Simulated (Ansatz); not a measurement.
The system is Ge.

```
Ge
1.0
     0.00000    2.88574    5.11566
     2.63050    0.00000    5.11566
     2.63050    2.88574    0.00000
Ge
4
Direct
  0.72649 0.27351 0.72649
  0.27351 0.72649 0.27351
  0.21813 0.21813 0.78187
  0.78187 0.78187 0.21813
```

This isn't the form of Ge at room conditions, which is diamond.

Base run:

- Program: Ansatz 0.2.0
- Functional: BLYP
- Potentials or basis: Ansatz PAW
- Cutoff: 420 eV
- Density cutoff: 1680 eV
- k mesh: 5 × 5 × 5
- Occupations: fermi-dirac, width 0.05 eV
- Spin: no spin polarisation

Its results: band gap on the k mesh none (metal or under the smearing width); pressure 6.0 GPa; largest force 0.118 eV/Å.

Problem. After a change of settings the same cell gave: band gap on the k mesh none (metal or under the smearing width); pressure -5.3 GPa; largest force 0.117 eV/Å. Which change was it?
A. functional from BLYP to LDA
B. functional from BLYP to PBEsol; k mesh from 5 × 5 × 5 to 7 × 7 × 7
C. functional from BLYP to PBEsol; spin from no spin polarisation to spin-orbit coupling, no magnetisation; potential files from those of the base run to others of the same set
D. functional from BLYP to PBEsol

Solution. A.

LDA binds more tightly than BLYP, so the same cell stands under less pressure.

Caveats: the PAW data sets come from PBE, with cores solved anew for the run's functional, which leaves a small shift of forces and pressure; the potentials were made for another functional, which shifts forces and pressure (some runs).

Not every run made on this cell is shown here.
